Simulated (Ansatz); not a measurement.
SrF$_{2}$ (fluorite)

```
CELL_PARAMETERS angstrom
      0.00000     5.75810     5.75810
      2.87905     0.00000     2.87905
      2.87905     2.87905     0.00000
ATOMIC_POSITIONS crystal
  Sr 0.00000 0.00000 0.00000
  Sr 0.50000 0.00000 0.00000
  F  0.12500 0.25000 0.25000
  F  0.62500 0.25000 0.25000
  F  0.37500 0.75000 0.75000
  F  0.87500 0.75000 0.75000
```

In each cell atom 6 (F, nearest neighbour Sr at 2.493 Å; its periodic images, 4.1 Å or more away, move with it) moves by s·(0.000, 0.000, 1.000) (along Cartesian z), the rest being held.

These are PBEsol (plane waves to 420 eV, PAW, scalar-relativistic; Ansatz, an electronic-structure program) values and carry that method's errors. k mesh 4×8×8 (Γ-centred), Fermi-Dirac smearing 0.05 eV. Energies are smeared free energies. SrF2 was relaxed with its symmetry unable to fall. ΔE is measured from the undisplaced structure.

```csv
s (Å),ΔE (meV/cell)
-0.250,132.8
-0.200,84.7
-0.150,47.5
-0.100,21.1
-0.050,5.3
0.000,0.0
0.050,5.3
0.100,withheld
0.150,47.9
0.200,85.5
0.250,134.5
```

Question: Fit a polynomial form (powers 2, 3, 4) to the given rows and predict ΔE at s = 0.100.

Answer: Least squares on the 10 given rows: ΔE = (2109)·s² + (53.67)·s³ + (464.9)·s⁴, in meV/cell with s in Å; root-mean-square residual 0.02 meV/cell. At 0.100 the fit gives 21.2 meV/cell; the calculation gives 21.2 meV/cell, the same to the digits shown. The quadratic term alone would give 21.1 meV/cell.

(For displaced atoms, the force is minus the slope of the energy, and its curvature is a force constant, which sets phonon frequencies.)
